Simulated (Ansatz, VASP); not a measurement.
# Cross-check of SnS between VASP and Ansatz

Wanted: the spread between two codes on one cell, functional and k mesh. Of the first pair: The structure shown is the start of the Ansatz relaxation below; VASP solves that cell, so the two are compared at the walk's first step.

Program: Ansatz 0.2.0. Level of theory: plane waves, with VASP 6.6.1 beside it; single point at LDA. Results are calculated unless marked as measured.

### Step 1. Set-up

The cell holds 16 atoms: 8 Sn and 8 S. Its edges and angles: a = 3.987 Å, b = 4.334 Å, c = 35.725 Å, α = 90.0°, β = 90.0°, γ = 90.0°. It derives from SnS. Vacuum lies along c.

As a file:

```cif
data_structure
_symmetry_space_group_name_H-M 'P 1'
_symmetry_Int_Tables_number 1
_cell_length_a 3.9870
_cell_length_b 4.3340
_cell_length_c 35.7254
_cell_angle_alpha 90.000
_cell_angle_beta 90.000
_cell_angle_gamma 90.000
_cell_volume 617.32
loop_
_atom_site_label
_atom_site_type_symbol
_atom_site_fract_x
_atom_site_fract_y
_atom_site_fract_z
_atom_site_occupancy
Sn1 Sn 0.75000 0.88020 0.77607 1
Sn2 Sn 0.25000 0.38020 0.69418 1
Sn3 Sn 0.75000 0.61980 0.61932 1
Sn4 Sn 0.25000 0.11980 0.53743 1
Sn5 Sn 0.75000 0.88020 0.46257 1
Sn6 Sn 0.25000 0.38020 0.38068 1
Sn7 Sn 0.75000 0.61980 0.30582 1
Sn8 Sn 0.25000 0.11980 0.22393 1
S9 S 0.25000 0.47930 0.76673 1
S10 S 0.75000 0.97930 0.70353 1
S11 S 0.25000 0.02070 0.60998 1
S12 S 0.75000 0.52070 0.54677 1
S13 S 0.25000 0.47930 0.45323 1
S14 S 0.75000 0.97930 0.39002 1
S15 S 0.25000 0.02070 0.29647 1
S16 S 0.75000 0.52070 0.23327 1
```

### Step 2. Ansatz: relaxation, LDA

Ansatz runs on its default PAW (the set named soft_2) files.

The two programs are compared at the cell with which this relaxation starts, whose forces are those of its first step.

The input, input.yaml:

```yaml
crystal:
  lattice:
    - [3.987, 0.0, 0.0]
    - [0.0, 4.334, 0.0]
    - [0.0, 0.0, 35.72544]
  atoms:
    - { symbol: Sn, position: [0.75, 0.8802, 0.776069938] }
    - { symbol: S, position: [0.25, 0.4793, 0.766727576] }
    - { symbol: S, position: [0.75, 0.9793, 0.703525555] }
    - { symbol: Sn, position: [0.25, 0.3802, 0.694183193] }
    - { symbol: Sn, position: [0.75, 0.6198, 0.619318894] }
    - { symbol: S, position: [0.25, 0.0207, 0.609976532] }
    - { symbol: S, position: [0.75, 0.5207, 0.546774511] }
    - { symbol: Sn, position: [0.25, 0.1198, 0.537432149] }
    - { symbol: Sn, position: [0.75, 0.8802, 0.462567851] }
    - { symbol: S, position: [0.25, 0.4793, 0.453225489] }
    - { symbol: S, position: [0.75, 0.9793, 0.390023468] }
    - { symbol: Sn, position: [0.25, 0.3802, 0.380681106] }
    - { symbol: Sn, position: [0.75, 0.6198, 0.305816807] }
    - { symbol: S, position: [0.25, 0.0207, 0.296474445] }
    - { symbol: S, position: [0.75, 0.5207, 0.233272424] }
    - { symbol: Sn, position: [0.25, 0.1198, 0.223930062] }
kpoints:
  mp_grid: { grid: [8, 8, 1] }
scf:
  occupations: { method: fermi_dirac, width: 0.02 }
  n_extra_bands: 8
hamiltonian:
  xc: lda
  pseudopotentials: { kind: paw }
output:
  forces: true
  write_potential: true
  volumetric_format: []
relax:
  f_tol: 0.01
  max_steps: 40
  cell: { fix: [c, alpha, beta] }
```

Command:

```sh
$ ansatz run input.yaml --threads 4 --pin off --max-ram 12288MiB --backend cpu --events-out ev --progress --plain --runs-dir out
```

Numbers of over 12 decimals in the logs are rounded to 6 here.

The program printed:

```text
scf.n_extra_bands = 8 over 80 filled bands (N_el = 160.0): the run solves 88 bands
Engine: ansatz 0.2.0, aarch64-unknown-linux-gnu
Pseudopotentials: kind: paw
Pseudopotential: Sn, paw, valence charge 14, recommended cutoff 420 eV (normal), Sn.paw.azcp
Pseudopotential: S, paw, valence charge 6, recommended cutoff 420 eV (normal), S.paw.azcp
Functional definition: SPW92
  exchange = slater_x
  correlation = pw_c
Crystal: 16 atoms, lattice volume = 617.323 Å³
Basis set: ecut = 420 eV, 12073 PW (Γ)
Bands: 88, of which v1, the nominal top of the filled ones, is band 80 counted from 1 (79 counted from 0)
Symmetry: 4 space group operations
Space group: P21/m (ITA 11), of the structure as read, at distance tolerance 8.5e-5 Å
k-points: 25 of 64
Non-local potential: Sn, projectors of the file, l = 0: 2, l = 1: 2, l = 2: 2, l = 3: 2
Non-local potential: S, projectors of the file, l = 0: 2, l = 1: 2, l = 2: 2
PAW form: soft (Blöchl's): semilocal exchange-correlation on the pseudo side does not see the compensation charge
PAW frozen core: Sn, regenerated for the run's functional, and the local potential with it (the file was generated under x = pbe(κ = 0.804, μ = 0.219515), c = pbe(β = 0.066725))
PAW frozen core: S, regenerated for the run's functional, and the local potential with it (the file was generated under x = pbe(κ = 0.804, μ = 0.219515), c = pbe(β = 0.066725))
PAW one-centre angular grid: Sn, 590 points (default); XC on 64 Gauss nodes
PAW one-centre angular grid: S, 110 points (default); XC on 64 Gauss nodes
Initial density: superposition of atomic densities (neutral atoms: chi_scale 0, normalization atom), corrected by the library's trained network
Initial wavefunctions: pseudopotential atomic-orbital guess
Functional: x = slater, c = lda
SCF iter   1: F=—  HF=-53999.583256 eV  |F-HF|=—  |Δ(HF+E_count)|=         —  Δρ=5.63e-3  dr2=2.76e-1  ethr=1.77e-3  ⟨swp⟩=7.0  Hψ=9192  notcnv=0
preconditioner: auto → Resta (q_TF=auto, 2.179 Å⁻¹)  ε∞=2.5  [insulator: Δε(μ)=0.965 eV  Ē_g=15.366 eV  σ=0.020 eV  W_gap=1.00  n_scr=116 (ndim 8)  ℏωp=18.9 eV  f_vac=0.355  D(μ)=0.00/eV (n_scr^D=0)  ε∞_Penn≈2.5  vacuum switching on, ρ_ref=1.7e-2 e/Å³]
SCF iter   2: F=—  HF=-53999.504827 eV  |F-HF|=—  |Δ(HF+E_count)|=   7.84e-2  Δρ=2.41e-3  dr2=7.26e-2  ethr=1.73e-4  ⟨swp⟩=2.6  Hψ=3355  notcnv=0  defer=75
SCF iter   3: F=—  HF=-53999.504227 eV  |F-HF|=—  |Δ(HF+E_count)|=   6.00e-4  Δρ=1.30e-3  dr2=1.22e-1  ethr=4.54e-5  ⟨swp⟩=4.2  Hψ=3608  notcnv=0  defer=78
SCF iter   4: F=—  HF=-53999.493450 eV  |F-HF|=—  |Δ(HF+E_count)|=   1.08e-2  Δρ=6.42e-4  dr2=2.98e-3  ethr=4.54e-5  ⟨swp⟩=3.2  Hψ=2854  notcnv=0  defer=75
SCF iter   5: F=—  HF=-53999.492956 eV  |F-HF|=—  |Δ(HF+E_count)|=   4.94e-4  Δρ=1.93e-4  dr2=3.99e-4  ethr=1.86e-6  ⟨swp⟩=1.9  Hψ=2825  notcnv=0  defer=75
SCF iter   6: F=—  HF=-53999.492905 eV  |F-HF|=—  |Δ(HF+E_count)|=   5.06e-5  Δρ=6.96e-5  dr2=1.20e-4  ethr=2.50e-7  ⟨swp⟩=2.0  Hψ=2836  notcnv=0  defer=75
SCF iter   7: F=—  HF=-53999.492892 eV  |F-HF|=—  |Δ(HF+E_count)|=   1.29e-5  Δρ=2.15e-5  dr2=2.84e-6  ethr=7.47e-8  ⟨swp⟩=2.0  Hψ=2647  notcnv=0  defer=75
SCF iter   8: F=—  HF=-53999.492986 eV  |F-HF|=—  |Δ(HF+E_count)|=   9.40e-5  Δρ=6.59e-6  dr2=6.85e-7  ethr=1.77e-9  ⟨swp⟩=2.0  Hψ=2995  notcnv=0  defer=75
SCF iter   9: F=-53999.492986 eV  HF=-53999.492986 eV  |F-HF|=3.58e-8  |Δ(HF+E_count)|=   6.70e-8  Δρ=1.77e-6  dr2=4.99e-8  ethr=6.25e-11  ⟨swp⟩=9.0  Hψ=17539  notcnv=0
SCF 1 converged in 9 iterations: F = -53999.492986 eV  dr2 = 4.99e-8
  greatest PAW one-centre occupation: 0.993 electrons in one spin orbital (limit 2), on the Sn atom at site 8 (counted from 0), in its partial waves of l = 2
relax step   1: F+E_penalty+E_count = -53999.49298632 eV  Δ(F+E_penalty+E_count) = +0.000e0 eV  max|allowed force component| = 3.659e-1 eV/Å  Δτ_max = 0.0000 Å  P = -1.578 GPa  Ω = 617.323 Å³  fix = [c, alpha, beta]  reactions: c -1.590 GPa; alpha -0.030 GPa/rad  (9 SCF iters, dr2 threshold 1.00e-7 eV, accepted)
Crystal: 16 atoms, lattice volume = 570.659 Å³
Basis set: ecut = 420 eV, 11215 PW (Γ)
Initial density: handed on by an earlier stage of this run
Initial wavefunctions: those handed on with the density
iter 1 solved again at ethr=7.96e-5 eV; its pass at ethr=3.10e-3 eV (dr2=1.27e-1 eV) is discarded
SCF iter   1: F=—  HF=-53999.620169 eV  |F-HF|=—  |Δ(HF+E_count)|=         —  Δρ=4.92e-3  dr2=1.29e-1  ethr=7.96e-5  ⟨swp⟩=3.1  Hψ=14468  notcnv=0
preconditioner: auto → Resta (q_TF=auto, 2.207 Å⁻¹)  ε∞=2.6  [insulator: Δε(μ)=0.392 eV  Ē_g=15.588 eV  σ=0.020 eV  W_gap=1.00  n_scr=96 (ndim 8)  ℏωp=19.7 eV  f_vac=0.363  D(μ)=0.00/eV (n_scr^D=0)  ε∞_Penn≈2.6  vacuum switching on, ρ_ref=1.8e-2 e/Å³]
SCF iter   2: F=—  HF=-53999.591938 eV  |F-HF|=—  |Δ(HF+E_count)|=   2.82e-2  Δρ=2.46e-3  dr2=4.12e-2  ethr=7.96e-5  ⟨swp⟩=3.4  Hψ=3185  notcnv=0  defer=3
[...]
SCF converged after 7 iterations
Free energy (F): -53999.710727 eV
Harris-Foulkes:  -53999.710727 eV  (|F-HF|=1.46e-11)
Internal energy: -53999.710727 eV  (E = F + TS)
E sigma→0 (E₀):  -53999.710727 eV
Fermi energy:    4.170984 eV
--- Per-component energies (eV) ---
  E_band       = -1538.422771
  E_kinetic    = 2355.393508
  E_local      = -135687.089776  (includes V_loc(G=0)·N_el)
  E_nonlocal   = 10.882456
  E_hartree    = 68065.899176
  E_xc         = -3810.061755
  E_vxc        = -1498.767832  (∫ρ·V_xc dr)
  E_paw        = -36488.637736  (= ΣΔE_a)
  E_vpaw       = -2850.637642  (= ΣTr[D̂ρ^β])
  E_aug_tail   = 0.000008  (compensation charges beyond the density's cutoff)
  E_ewald      = 51549.278626
  E_core_change = 4.624766  (= ΣΔE_core)
  E_smearing   = -0.000000  (= −TS)
  E_closure    = 0.000000  (closes the sum)
  Σ components = -53999.710727   (vs F -53999.710727, Δ=0.00e0)
--- Forces (eV/Å), atoms counted from 1 ---
  atom   1  Sn     0.00000000     0.00560818    -0.00085307
  atom   2  S     -0.00000000    -0.00235803    -0.00243189
  atom   3  S     -0.00000000    -0.00509582     0.00138101
  atom   4  Sn     0.00000000    -0.00024442     0.00690177
  atom   5  Sn    -0.00000000    -0.00018575    -0.00302277
  atom   6  S      0.00000000     0.00040539    -0.00478921
  atom   7  S      0.00000000     0.00244901    -0.00151827
  atom   8  Sn    -0.00000000    -0.00047415    -0.00204060
  atom   9  Sn     0.00000000     0.00047415     0.00204060
  atom  10  S     -0.00000000    -0.00244901     0.00151827
  atom  11  S     -0.00000000    -0.00040539     0.00478921
  atom  12  Sn     0.00000000     0.00018575     0.00302277
  atom  13  Sn    -0.00000000     0.00024442    -0.00690177
  atom  14  S      0.00000000     0.00509582    -0.00138101
  atom  15  S      0.00000000     0.00235803     0.00243189
  atom  16  Sn    -0.00000000    -0.00560818     0.00085307
  max |Σ_I F_I| component: 0.00e0 eV/Å
--- Stress (GPa, compression-positive) ---
       -0.008927      -0.000000       0.000000
       -0.000000      -0.009832      -0.000974
        0.000000      -0.000974      -0.001414
  P = ⅓ Tr σ = -0.0067 GPa (-0.067 kbar)
--- Band table (eV; the first three rows and the last of 25) ---
  k-point 0: bands = [... 76 lower, 2.9902, 3.0376, 3.1957, 3.1995, 4.5481, 5.3225, 6.3581, 6.5228, ... 4 higher]
  k-point 1: bands = [... 76 lower, 2.8418, 2.9932, 3.1415, 3.1539, 4.6241, 5.3824, 6.2122, 6.4567, ... 4 higher]
  k-point 2: bands = [... 76 lower, 2.9311, 2.9921, 3.1137, 3.2551, 5.0001, 5.3225, 5.5918, 5.8162, ... 4 higher]
  k-point 24: bands = [... 76 lower, 2.0063, 2.0063, 2.1053, 2.1053, 6.3586, 6.3586, 6.4487, 6.4487, ... 4 higher]
--- Relaxed structure (7 steps of the walk, 7 accepted, 1 SCFs on fresh bases) ---
  F+E_penalty+E_count = -53999.71072664 eV   max|allowed force component| = 6.902e-3 eV/Å   (the final SCF, on the basis selected at the relaxed cell)
  cell:  # Å, volume = 588.2593 Å³
    - [3.964427, 0.0, 0.0]
    - [0.0, 4.153467, 0]
    - [0.0, 0, 35.72544]
  atoms:
    - { symbol: Sn, position: [0.75, 0.915763, 0.769879] }
    - { symbol: S, position: [0.25, 0.481188, 0.761994] }
    - { symbol: S, position: [0.75, 0.980910, 0.698330] }
    - { symbol: Sn, position: [0.25, 0.407620, 0.690128] }
    - { symbol: Sn, position: [0.75, 0.604944, 0.617410] }
    - { symbol: S, position: [0.25, 0.025285, 0.608799] }
    - { symbol: S, position: [0.75, 0.524810, 0.544954] }
    - { symbol: Sn, position: [0.25, 0.104320, 0.536323] }
    - { symbol: Sn, position: [0.75, 0.895680, 0.463677] }
    - { symbol: S, position: [0.25, 0.475190, 0.455046] }
    - { symbol: S, position: [0.75, 0.974715, 0.391201] }
    - { symbol: Sn, position: [0.25, 0.395056, 0.382590] }
    - { symbol: Sn, position: [0.75, 0.592380, 0.309872] }
    - { symbol: S, position: [0.25, 0.019090, 0.301670] }
    - { symbol: S, position: [0.75, 0.518812, 0.238006] }
    - { symbol: Sn, position: [0.25, 0.084237, 0.230121] }
```

[end of part 1 of 2]

[Lines on the potential files, build, host, timing and source positions are cut from VASP's logs without a mark.]

[Logs are printed without paths, hosts, clocks, repeated set-up lines and the standing remarks that a program may print on its own settings, such as how far it seeks lower states.]

[Hosts, paths, dates, database ids (printed as entryN), source tags and the programs' standing remarks are cut or masked in the printed files.]
